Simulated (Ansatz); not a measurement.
# SiO2 (Cristobalite high): the cost of one run

Method: DFT, PBE, plane-wave PAW, default files, scalar-relativistic, in Ansatz 0.2.0.

**1. The starting structure**

The structure is cubic, space group P2_13 (No. 198). The conventional cell has a = 7.160 Å, b = 7.160 Å, c = 7.160 Å, α = 90.00°, β = 90.00°, γ = 90.00°. Around Si (site symmetry 3) lie 4 O at 1.60 to 1.61 Å. Around Si (site symmetry 3) lie 4 O at 1.65 to 1.67 Å. O (site symmetry 3) is surrounded by 2 Si at 1.61 to 1.65 Å. O (site symmetry 1) is surrounded by 2 Si at 1.60 to 1.67 Å.

Structure file:

```cif
data_structure
_symmetry_space_group_name_H-M 'P2_13'
_symmetry_Int_Tables_number 198
_cell_length_a 7.1600
_cell_length_b 7.1600
_cell_length_c 7.1600
_cell_angle_alpha 90.000
_cell_angle_beta 90.000
_cell_angle_gamma 90.000
_cell_volume 367.06
loop_
_atom_site_label
_atom_site_type_symbol
_atom_site_symmetry_multiplicity
_atom_site_Wyckoff_symbol
_atom_site_fract_x
_atom_site_fract_y
_atom_site_fract_z
_atom_site_occupancy
Si1 Si 4 a 0.25500 0.25500 0.25500 1
Si2 Si 4 a 0.99200 0.99200 0.99200 1
O1 O 4 a 0.12500 0.12500 0.12500 1
O2 O 12 b 0.66000 0.66000 0.06200 1
```

**2. Gradients at the starting positions**

File input.yaml:

```yaml
crystal:
  lattice:
    - [7.16, 0.0, 0.0]
    - [0.0, 7.16, 0.0]
    - [0.0, 0.0, 7.16]
  atoms:
    - { symbol: Si, position: [0.255, 0.255, 0.255] }
    - { symbol: Si, position: [0.245, 0.745, 0.755] }
    - { symbol: Si, position: [0.755, 0.245, 0.745] }
    - { symbol: Si, position: [0.745, 0.755, 0.245] }
    - { symbol: Si, position: [0.992, 0.992, 0.992] }
    - { symbol: Si, position: [0.508, 0.008, 0.492] }
    - { symbol: Si, position: [0.492, 0.508, 0.008] }
    - { symbol: Si, position: [0.008, 0.492, 0.508] }
    - { symbol: O, position: [0.125, 0.125, 0.125] }
    - { symbol: O, position: [0.375, 0.875, 0.625] }
    - { symbol: O, position: [0.625, 0.375, 0.875] }
    - { symbol: O, position: [0.875, 0.625, 0.375] }
    - { symbol: O, position: [0.66, 0.66, 0.062] }
    - { symbol: O, position: [0.84, 0.34, 0.562] }
    - { symbol: O, position: [0.16, 0.84, 0.938] }
    - { symbol: O, position: [0.34, 0.16, 0.438] }
    - { symbol: O, position: [0.062, 0.66, 0.66] }
    - { symbol: O, position: [0.562, 0.84, 0.34] }
    - { symbol: O, position: [0.938, 0.16, 0.84] }
    - { symbol: O, position: [0.438, 0.34, 0.16] }
    - { symbol: O, position: [0.66, 0.062, 0.66] }
    - { symbol: O, position: [0.34, 0.562, 0.84] }
    - { symbol: O, position: [0.84, 0.938, 0.16] }
    - { symbol: O, position: [0.16, 0.438, 0.34] }
kpoints:
  mp_grid: { grid: [4, 4, 4] }
scf:
  occupations: { method: fermi_dirac, width: 0.02 }
hamiltonian:
  xc: pbe
  pseudopotentials: { kind: paw }
output:
  forces: true
  stress: true
  populations: true
  efg: { quadrupole_moments_barn: { O: -0.02558 }, contact_densities: true }
```

Started as:

```
ansatz run input.yaml --threads 4 --pin off --max-ram 8192MiB --backend cpu --events-out ev --progress --plain --runs-dir out
```

What time and memory should one allow on 4 threads of Intel Xeon 6975P-C (Granite Rapids), shared host?

About 9.1 s, with a peak of 0.98 GiB.
